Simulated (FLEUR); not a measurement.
Crystal: NaCl.

```
Cl Na
1.0
     3.50219    0.00000    0.00000
     0.00000    3.50219    0.00000
     0.00000    0.00000    3.50219
Cl Na
1 1
Direct
  0.50000 0.50000 0.50000
  0.00000 0.00000 0.00000
```

Measurements of this composition are mostly on another form, of space group No. 225.

Base run:

| Quantity | Value |
| --- | --- |
| Program | FLEUR MaX-R8.1 (later development tree) |
| Functional | LDA |
| Potentials or basis | all-electron |
| Basis | FLAPW |
| Kmax | 4.1 1/bohr |
| k mesh | 8 × 8 × 8 |
| Occupations | fermi-dirac, width 0.05 eV |
| Spin | no spin polarisation |

Its results: band gap on the k mesh 3.61 eV, indirect (least direct gap 4.11 eV).

Q: The run is repeated on the same cell with these changes: functional from LDA to PBEsol; muffin-tin radii from Cl 2.65, Na 2.65 bohr to Cl 2.57, Na 2.57 bohr. What comes out?

A: Band gap on the k mesh 3.84 eV, indirect (least direct gap 4.34 eV).
